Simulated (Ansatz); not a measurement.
# KF (rocksalt): gap against strain (uniaxial along x, other directions held)

KF (rocksalt), relaxed with r2SCAN in the PAW code Ansatz, then strained (uniaxial along x, other directions held; changes of length per length, axes as in the cell below) with the atoms relaxed again within the symmetry that is left. The symmetry is Fm-3m (No. 225, cubic); a = 5.318 Å in the conventional setting, 18.80 Å³ an atom. K has 6 F at 2.66 Å; F has 6 K at 2.66 Å. The values are computed, spin-unpolarised, and not measurements.

```
K F
1.0
     0.00000    2.65896    2.65896
     2.65896    0.00000    2.65896
     2.65896    2.65896    0.00000
K F
1 1
Direct
  0.00000 0.00000 0.00000
  0.50000 0.50000 0.50000
```

Gaps are the least over each mesh (PBE 8×8×8, r2SCAN 8×8×8, HSE06 6×6×6 when unstrained) and the special points, which keep their unstrained names; stress is the change from the unstrained cell, compression positive.

| strain (%) | gap, PBE (eV) | gap, r2SCAN (eV) | gap, HSE06 (eV) | edges, HSE06 | stress along the strain, r2SCAN (GPa) | energy rise, r2SCAN (meV/atom) |
| --- | --- | --- | --- | --- | --- | --- |
| -5.77 | 6.468 | 7.117 | 8.502 | Γ | +6.70 | 19.9 |
| 0.0 | 6.259 | 6.908 | 8.263 | Γ | 0.00 | 0.0 |
| +0.5 | 6.230 | 6.878 | 8.232 | Γ | -0.37 | 0.1 |
| +2.65 | 6.105 | 6.752 | 8.100 | Γ | -1.71 | 2.8 |

Between zero and the nearest strains the slope of the HSE06 gap against strain is -0.041 eV per percent for negative and -0.062 for positive strain.

The meshes of the hybrids are coarse, so their gaps aren't converged to the digits shown.
